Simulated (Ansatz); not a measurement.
Free-standing chains of the atoms of BeTe, named by their start (strip: triangular double chain, ladder: square double chain); atoms and period are relaxed, and energies count from relaxed bulk BeTe (F-43m, 22.02 Å³/atom, gap on the mesh 1.84 eV).

The calculation used DFT PBEsol, scalar-relativistic, plane waves, PAW in Ansatz 0.2.0.

Cutoff 420 eV, Gaussian smearing of 0.05 eV, energies at zero smearing, symmetry of each start kept, collinear spin where a moment is listed.

| start | atoms | k mesh | excess energy (eV per host atom) | period (Å) | gap on the mesh (eV) | highest filled level or Fermi level under vacuum (eV) |
| --- | --- | --- | --- | --- | --- | --- |
| linear chain | 2 | 1×1×15 | 1.097 | 4.296 | 2.73 | 5.93 |
| dimerised chain | 2 | 1×1×15 | 1.097 | 4.297 | 2.73 | 5.93 |
| zigzag chain | 2 | 1×1×16 | 0.980 | 4.052 | 2.07 | - |
| ladder chain | 4 | 1×1×15 | 0.385 | 3.920 | 3.18 | - |
| strip chain* | 2 | 1×1×28 | 0.981 | 4.053 | 2.07 | - |

Zero in every row: size of the moment (μB per cell).

* ends far from its start.

Spin-orbit coupling is left out, which matters for the bands of heavy elements. An odd mesh misses points on the zone edge, so a gap read on it can be too wide.

Each run keeps its start's symmetry and one magnetic start, so lower states can exist. Rows stand on unlike meshes and boxes, so starts that end alike can differ by a few hundredths of an eV per atom.

Cost: 5 runs of about 7.8 core-minutes in all, on AMD EPYC 9R45 (Zen 5) (shared hosts).